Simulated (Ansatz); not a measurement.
AlFe: do energies and stresses tell the same story?

These are results of Ansatz, DFT PBE, scalar-relativistic, plane waves, PAW, not measurements.

Plane waves to 420 eV, a k mesh through Γ of 14×14×14 on the computed 2-atom cell and Gaussian smearing (0.10 eV); collinear spin from starting moments 0 0.77 μB.

Relaxed cell: Pm-3m, a = 2.874 Å, b = 2.874 Å, c = 2.874 Å, α = 90.00°, β = 90.00°, γ = 90.00°, 2 atoms in the primitive cell. Whether it is the stable form of this composition wasn't checked.

Energies at zero smearing and pressures from the stress tensor, at volumes with shape and atoms relaxed:
```json
{"V (Å³/atom)": "11.161", "E − E(first) (meV/atom)": "0.00", "P (GPa)": "12.44"}
{"V (Å³/atom)": "11.517", "E − E(first) (meV/atom)": "-19.84", "P (GPa)": "5.72"}
{"V (Å³/atom)": "11.874", "E − E(first) (meV/atom)": "-25.83", "P (GPa)": "-0.01"}
{"V (Å³/atom)": "12.230", "E − E(first) (meV/atom)": "-20.02", "P (GPa)": "-4.89"}
{"V (Å³/atom)": "12.586", "E − E(first) (meV/atom)": "-4.20", "P (GPa)": "-9.03"}
```

Check P = −dE/dV between neighbouring volumes, and get the bulk modulus from the pressures alone.

With 1 eV/Å³ = 160.2 GPa:
```tsv
middle V (Å³/atom)	−ΔE/ΔV (GPa)	mean P (GPa)
11.339	8.925	9.076
11.695	2.693	2.851
12.052	-2.615	-2.452
12.408	-7.113	-6.962
```

The two differ by 0.16 GPa at most. The mean of two end pressures misses the average over a step by about ΔV² P″/12, up to 0.09 GPa here; with that taken off 0.10 GPa remains. The stress is the derivative of the free energy, not of the energy at zero smearing, and with free energies 0.00 GPa remains. Around V = 11.874 Å³/atom, the two neighbours give B = −V ΔP/ΔV = 11.874 × 10.61 / 0.712 = 176.8 GPa, against B0 = 176.7 GPa from the Birch–Murnaghan fit of the energies.

Only parallel moments were tried here.

Only this magnetic start was tried.